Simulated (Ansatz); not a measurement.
# Mg2Si: the cost of one run

Program: Ansatz 0.2.0. Level of theory: DFT r²SCAN, frozen-core PAW, scalar-relativistic unless said. These are calculated values, not measurements.

The COD entry's cell or inner coordinates are ideal or old and differ from later refinements, so a difference from it is no clean test against experiment.

### 1 The system as given

The structure is cubic, space group Fm-3m (No. 225). The conventional cell has a = 6.391 Å, b = 6.391 Å, c = 6.391 Å, α = 90.00°, β = 90.00°, γ = 90.00°. Mg (site symmetry -43m) is surrounded by 4 Si at 2.77 Å. Around Si (site symmetry m-3m) lie 8 Mg at 2.77 Å.

As a file:

```cif
data_structure
_symmetry_space_group_name_H-M 'Fm-3m'
_symmetry_Int_Tables_number 225
_cell_length_a 6.3910
_cell_length_b 6.3910
_cell_length_c 6.3910
_cell_angle_alpha 90.000
_cell_angle_beta 90.000
_cell_angle_gamma 90.000
_cell_volume 261.04
loop_
_atom_site_label
_atom_site_type_symbol
_atom_site_symmetry_multiplicity
_atom_site_Wyckoff_symbol
_atom_site_fract_x
_atom_site_fract_y
_atom_site_fract_z
_atom_site_occupancy
Mg1 Mg 8 c 0.25000 0.25000 0.25000 1
Si1 Si 4 a 0.00000 0.00000 0.00000 1
```

Cartesian axes are those of the input's lattice vectors. The structure goes back to a database entry.

### 2 Cell and atoms relaxed, PAW

input.yaml

```yaml
crystal:
  lattice:
    - [3.1955, 3.1955, 0.0]
    - [-3.1955, 3.1955, 0.0]
    - [0.0, 3.1955, 3.1955]
  atoms:
    - { symbol: Mg, position: [0.25, 0.75, 0.5] }
    - { symbol: Mg, position: [0.75, 0.25, 0.5] }
    - { symbol: Si, position: [0.0, 0.0, 0.0] }
kpoints:
  mp_grid: { grid: [10, 10, 10] }
scf:
  occupations: { method: fermi_dirac, width: 0.1 }
hamiltonian:
  xc: r2scan
  pseudopotentials: { kind: paw }
relax:
  f_tol: 0.002
  max_steps: 80
  cell: {}
output:
  forces: true
  stress: true
```

Run with:

```sh
ansatz run input.yaml --threads 1 --pin off --max-ram 3072MiB --backend cpu --events-out ev --progress --plain --runs-dir out
```

What time and memory should one allow on 1 thread of Intel Xeon Platinum 8488C (Sapphire Rapids), shared host?

About 18 s, with a peak of 0.64 GiB.
